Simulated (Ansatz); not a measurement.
# Ta: band structure with r2SCAN

The system is Ta.

```
Ta
1.0
    -1.71384    1.66380    1.60595
     1.69320   -1.68230    1.60382
     1.68622    1.65469   -1.62445
Ta
1
Cartesian
  0.0000 0.0000 0.0000
```

The cell isn't the ideal one: cell sheared at random, sigma 0.03, atoms nudged by 0.01 Å.

* Program: Ansatz 0.2.0
* Task: band structure
* Functional: r2SCAN
* Potentials or basis: Ansatz PAW
* Cutoff: 500 eV (not typed: the program's choice for these potentials)
* k mesh: 11 × 11 × 11
* Occupations: fermi-dirac, width 0.05 eV
* Spin: spin-orbit coupling, no magnetisation
* Path: [["X", "G", "Y"], ["L", "G", "Z"], ["N", "G", "M"], ["R", "G"]]
* Points for each segment of the path: 14

* Pressure: 0.4 GPa
* Band gap on the k mesh: none (metal or under the smearing width)

Stress tensor (GPa, compression positive):
```
-1.82  1.54  0.88
 1.54 -0.16  0.71
 0.88  0.71  3.26
```

Levels at the corners of the path, in eV from the Fermi level:
```csv
point,band 10,band 11,band 12,band 13,band 14,band 15
X,-4.53,-1.64,-1.64,1.35,1.35,4.26
Γ,-8.26,0.40,0.40,0.88,0.88,1.37
Y,-4.57,-1.18,-1.18,1.06,1.06,3.84
L,-4.51,-1.88,-1.88,1.49,1.49,4.65
Γ,-8.26,0.40,0.40,0.88,0.88,1.37
Z,-4.50,-1.57,-1.57,1.56,1.56,4.07
N,-3.98,-3.86,-3.86,6.81,6.81,7.07
Γ,-8.26,0.40,0.40,0.88,0.88,1.37
M,-4.49,-1.82,-1.82,1.68,1.68,4.48
R,-4.52,-1.08,-1.08,1.33,1.33,3.61
Γ,-8.26,0.40,0.40,0.88,0.88,1.37
```

It took 65 s on 2 threads of Arm Neoverse V2, on a shared host, peak memory 0.88 GiB.

Caveat: the PAW data sets come from PBE, with cores solved anew for the run's functional, which leaves a small shift of forces and pressure.
